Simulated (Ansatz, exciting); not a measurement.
# NaCl: 3 runs at one level of theory

```
CELL_PARAMETERS angstrom
0.00000 2.79406 2.79406
2.79406 0.00000 2.79406
2.79406 2.79406 0.00000
ATOMIC_POSITIONS crystal
Cl 0.50000 0.50000 0.50000
Na 0.00000 0.00000 0.00000
```

The cell is a database's computed one, not the measured one.

Alike in all runs: task single point; functional PBE; k mesh 8 × 8 × 8; occupations gaussian, width 0.012 eV; no spin polarisation; no spin-orbit coupling. Pressure is positive in compression and, in plane waves, holds the error of the finite cutoff, which Ansatz's Pulay term estimates and takes out.

| program and potentials | plane-wave cutoff (eV) | notes | band gap (eV) | pressure (GPa) |
| --- | --- | --- | --- | --- |
| Ansatz, Ansatz PAW | 420 | - | 5.22 | 1.55 |
| exciting, all-electron LAPW+lo, shipped species files, valence relativity iora* | - | - | 5.24 | - |
| Ansatz, all-electron LAPW, scalar-relativistic | - | - | 5.22 | 1.56 |

The band gap spans 5.22 (Ansatz, Ansatz PAW) to 5.24 eV (exciting, all-electron LAPW+lo, shipped species files, valence relativity iora*), with all-electron results at 5.22 to 5.24. The pressure spans 1.55 (Ansatz, Ansatz PAW) to 1.56 GPa (Ansatz, all-electron LAPW, scalar-relativistic), with all-electron results at 1.56.

The functional is the same throughout but for its coding, so the spread measures potentials, basis and numerics; runs on potential files found faulty are left out.
